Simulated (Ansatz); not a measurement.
Zn under changes of volume

One of the cells (15.330 Å³/atom); the others are scaled copies at fixed shape and fractional positions:

```
Zn
1.0
     2.67000    0.00000    0.00000
    -1.33500    2.31229    0.00000
     0.00000    0.00000    4.96600
Zn
2
Direct
  0.66667 0.33333 0.75000
  0.33333 0.66667 0.25000
```

```yaml
Program: Ansatz 0.2.0
Functional: HSE06
Potentials_or_basis: Ansatz PAW
Cutoff: "420 eV (not typed: the program's choice for these potentials)"
k_mesh: 8 × 8 × 4
Occupations: fermi-dirac, width 0.05 eV
Spin: no spin polarisation
```

```tsv
volume (Å³/atom)	energy over the lowest point (meV/atom)	pressure (GPa)
14.410	12.17	4.9
14.716	?	?
15.023	0.78	1.2
15.330	0.00	-0.4
15.636	2.02	-1.7
15.943	6.44	-3.0
16.249	13.07	-4.0
```

**Question.** What does the run at 14.716 Å³/atom give?

**Answer.** Energy over the lowest point 4.71 meV/atom; pressure 2.9 GPa.

Worked out: A Birch-Murnaghan fit of order 3 (a polynomial in V^(-2/3)) to the other rows has its minimum at 15.26 Å³/atom with B0 = V·E''(V) = 74 GPa and B' = 5.1 at fixed shape and positions, which overstates the stiffness. It gives 4.71 meV/atom at 14.716 Å³/atom, against the run's 4.71, and -dE/dV = 2.9 GPa, against 2.9.

Energies are extrapolated to zero smearing.

Caveats: the PAW data sets come from PBE, with cores solved anew for the run's functional, which leaves a small shift of forces and pressure; the thresholds are loose for stress.
